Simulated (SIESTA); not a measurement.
## Cu: equation of state with PBE

Crystal: Cu.

```xyz
1
Lattice="-1.4428 1.4428 1.3761 1.4428 -1.4428 1.3761 1.4428 1.4428 -1.3761" Properties=species:S:1:pos:R:3 pbc="T T T"
Cu    0.0000    0.0000    0.0000
```

This isn't the form of Cu at room conditions, which is fcc.

```
Program             : SIESTA 5.4.2
Task                : equation of state
Functional          : PBE
Potentials or basis : PseudoDojo 0.4 standard (PBE files)
Basis               : DZP (energy shift 0.002 Ry)
Grid cutoff         : 800 Ry
Energy shift        : 0.002 Ry
k mesh              : 13 × 13 × 13
Occupations         : fermi-dirac, width 0.05 eV
Spin                : no spin polarisation
```

| Item | Value |
| --- | --- |
| Equilibrium volume | 11.93 Å³/atom |
| Bulk modulus at fixed shape and positions | 150 GPa |
| Pressure derivative of the bulk modulus | 4.3 (rough: it moves with the points fitted) |

Energy against volume, from the lowest point:
```csv
volume (Å³/atom),energy (meV/atom)
10.771,62.65
11.000,38.78
11.229,21.18
11.458,9.12
11.687,2.23
11.916,0.00
12.146,1.77
```

All runs of the series together: 3.3 min on 1 thread of Arm Neoverse V1 (shared host).

Caveat: semicore shells carry a single zeta, which can move pressures by several GPa and volumes by a few percent; the cell was scaled at fixed shape and fractional positions, which overstates the stiffness of a crystal with free parameters, most of all of layers and chains; the basis of atomic orbitals isn't converged, which shifts pressures, moduli and gaps.
